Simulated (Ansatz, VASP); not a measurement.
AlCu in VASP and in Ansatz

INCAR

```
PREC = Accurate ; ENCUT = 520
EDIFF = 1E-6 ; ISMEAR = 1
SIGMA = 0.1 ; LREAL = F
LASPH = T ; NELM = 60
ALGO = Normal ; ISIF = 2
LWAVE = F ; LCHARG = F
GGA = PS ; NBANDS = 14
```

Contents of KPOINTS:

```
Automatic mesh
0
Gamma
  10 10 10
```

POSCAR

```
AlCu
1.0
    2.9975090000      0.0000000000      0.0000000000
    0.0000000000      2.9975090000      0.0000000000
    0.0000000000      0.0000000000      2.9975090000
Al Cu
1 1
Direct
    0.0000000000      0.0000000000      0.0000000000
    0.5000000000      0.5000000000      0.5000000000
```

Input for Ansatz:

```yaml
crystal:
  lattice:
    - [2.997509, 0.0, 0.0]
    - [0.0, 2.997509, 0.0]
    - [0.0, 0.0, 2.997509]
  atoms:
    - { symbol: Al, position: [0.0, 0.0, 0.0] }
    - { symbol: Cu, position: [0.5, 0.5, 0.5] }
basis:
  ecutwfc: 500.0
kpoints:
  mp_grid:
    grid: [10, 10, 10]
hamiltonian:
  xc: pbesol
scf:
  occupations:
    method: methfessel_paxton
output:
  stress: true
```

The cell comes from a database or a generator and needn't be the stable form of this composition.

Alike in both runs: task single point; functional PBEsol; k mesh 10 × 10 × 10; no spin polarisation.

|  | VASP | Ansatz |
| --- | --- | --- |
| version | VASP 6.6.1 | Ansatz 0.2.0 |
| potentials or method | VASP PAW PBE potentials, release 64 (Al, Cu) | plane waves, PAW |
| plane-wave cutoff (eV) | 520 | 500 |
| occupations | methfessel-paxton of order 1, width 0.1 eV | methfessel-paxton of order 1 |
| valence electrons in the cell | 14 | 22 |

Ansatz gave:

- pressure (GPa): -4.4

Task: What did VASP give for the same quantities?

Result: Pressure (GPa): -3.3.

The two sets of potentials don't hold the same shells in valence.

Caveats: the PAW data sets were made with another functional, which shifts forces and pressure a little (VASP).
